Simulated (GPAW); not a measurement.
Crystal: AlN.

```
CELL_PARAMETERS angstrom
3.11300 0.00000 0.00000
-1.55650 2.69594 0.00000
0.00000 0.00000 4.98100
ATOMIC_POSITIONS crystal
Al 0.66667 0.33333 0.50000
Al 0.33333 0.66667 0.00000
N 0.66667 0.33333 0.88000
N 0.33333 0.66667 0.38000
```

Base run:

* Program: GPAW 26.7.0
* Functional: LDA
* Potentials or basis: PAW data sets generated in the run's folder for this functional
* Cutoff: 800 eV
* Basis: pw
* k mesh: 7 × 7 × 4
* Occupations: fermi-dirac, width 0.05 eV
* Spin: no spin polarisation

Its results: band gap on the k mesh 4.28 eV, direct; pressure -3.9 GPa; largest force 0.120 eV/Å.

The run is repeated on the same cell with these changes: functional from LDA to WC; band points from 60 to 80. What comes out?

Band gap on the k mesh 4.16 eV, direct; pressure 0.9 GPa; largest force 0.131 eV/Å.
